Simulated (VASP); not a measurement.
## AlN in VASP 6.6.1, single-point calculation

INCAR

```
LWAVE = .FALSE.
METAGGA = RSCAN
NBANDS = 11
NELM = 81
NSW = 0
IBRION = -1
LASPH = .TRUE.
LCHARG = .FALSE.
EDIFF = 1E-7
SIGMA = 0.02
ISMEAR = -1
ENCUT = 520
ISIF = 2
PREC = Accurate
LREAL = .FALSE.
```

KPOINTS

```
KPOINTS created by Atomic Simulation Environment
0
Gamma
15 15 15
0 0 0
```

POSCAR

```
Al N
 1.0000000000000000
     0.0000000000000000    1.9381137141000000    1.9381137141000000
     1.9381137141000000    0.0000000000000000    1.9381137141000000
     1.9381137141000000    1.9381137141000000    0.0000000000000000
 Al  N
   1   1
Cartesian
  0.0000000000000000  0.0000000000000000  0.0000000000000000
  1.9381137141000000  1.9381137141000000  1.9381137141000000
```

The recommended PBE PAW datasets give the neutral cell 8 valence electrons.

Command

```
mpirun -np 1 vasp_std
```

Task: How does this run end, and what does it give?

Result: It converged. Results: gap between bands v and c on the k mesh 5.76 eV; least direct gap on the k mesh 8.47 eV; pressure 40.4 GPa. Band v is the last that the valence electrons fill when counted band by band, and c is the next.

OSZICAR

```
N       E                     dE             d eps       ncg     rms          rms(c)
DAV:   1     0.284819820909E+01    0.28482E+01   -0.43168E+03  2712   0.654E+02
DAV:   2    -0.240222573175E+02   -0.26870E+02   -0.25894E+02  3170   0.149E+02
DAV:   3    -0.246757279565E+02   -0.65347E+00   -0.65261E+00  3130   0.211E+01
DAV:   4    -0.246783163628E+02   -0.25884E-02   -0.25882E-02  2985   0.143E+00
DAV:   5    -0.246783385566E+02   -0.22194E-04   -0.22194E-04  3105   0.124E-01    0.853E+00
DAV:   6    -0.208656094376E+02    0.38127E+01   -0.50737E+00  2859   0.128E+01    0.394E+00
DAV:   7    -0.208463167585E+02    0.19293E-01   -0.54358E-01  3056   0.502E+00    0.217E+00
DAV:   8    -0.208628595312E+02   -0.16543E-01   -0.44963E-02  2874   0.148E+00    0.261E-01
DAV:   9    -0.208621345558E+02    0.72498E-03   -0.65066E-03  3088   0.517E-01    0.134E-01
DAV:  10    -0.208622823147E+02   -0.14776E-03   -0.29770E-04  2988   0.147E-01    0.647E-02
DAV:  11    -0.208622671945E+02    0.15120E-04   -0.10923E-04  3132   0.643E-02    0.124E-02
DAV:  12    -0.208622663458E+02    0.84873E-06   -0.36671E-06  3025   0.154E-02    0.437E-03
DAV:  13    -0.208622661906E+02    0.15514E-06   -0.25134E-08  1704   0.143E-03    0.309E-03
DAV:  14    -0.208622661043E+02    0.86300E-07   -0.20214E-08  1539   0.856E-04
   1 F= -.20862266E+02 E0= -.20862266E+02  d E =-.348334E-10
```

Standard output (part)

```
POSCAR found type information on POSCAR AlN
 POSCAR found :  2 types and       2 ions
 LDA part: xc-table for (None), standard interpolation
 POSCAR, INCAR and KPOINTS ok, starting setup
 WAVECAR not read
 entering main loop
```

For comparison, a separate PBE run of the intended cell, on usual settings and not on those above, gives a gap of 5.06 eV on its mesh and a pressure of 49.1 GPa.
